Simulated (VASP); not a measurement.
Wanted: the native input for a VASP 6.6.1 run.

| Item | Value |
| --- | --- |
| Task | single point |
| Functional | PBE |
| Potentials or basis | VASP PAW PBE potentials, release 64 (Ti_sv, B) |
| Cutoff | 520 eV |
| k mesh | 10 × 10 × 8 |
| Occupations | fermi-dirac, width 0.05 eV |
| Spin | no spin polarisation |
| Further INCAR settings | ALGO = Normal; EDIFF = 1e-07; NBANDS = 16 |

The structure of TiB2 lies in POSCAR:

```
TiB2
1.0
    3.0292000000      0.0000000000      0.0000000000
   -1.5146000000      2.6233641531      0.0000000000
    0.0000000000      0.0000000000      3.2284000000
Ti B
1 2
Direct
    0.0000000000      0.0000000000      0.0000000000
    0.6666666667      0.3333333333      0.5000000000
    0.3333333333      0.6666666667      0.5000000000
```

One way to write it, as run:

INCAR

```
PREC = Accurate
ENCUT = 520
EDIFF = 1E-7
ISMEAR = -1
SIGMA = 0.05
LREAL = F
LASPH = T
NELM = 60
ALGO = Normal
ISIF = 2
LWAVE = F
LCHARG = F
GGA = PE
NBANDS = 16
```

KPOINTS

```
Automatic mesh
0
Gamma
  10 10 8
```

Potentials or basis: VASP PAW PBE potentials, release 64 (Ti_sv, B).

Command:

```sh
$ cat potpaw_PBE.64/Ti_sv/POTCAR potpaw_PBE.64/B/POTCAR > POTCAR
$ mpirun -np 1 vasp_std > vasp.out
```

Results of the run:

* Pressure: 0.5 GPa
* Band gap on the k mesh: none (metal or under the smearing width)

Wall time 16 s on 1 thread of Intel(R) Xeon(R) Platinum 8488C (Sapphire Rapids) (shared host), peak memory 0.15 GiB.
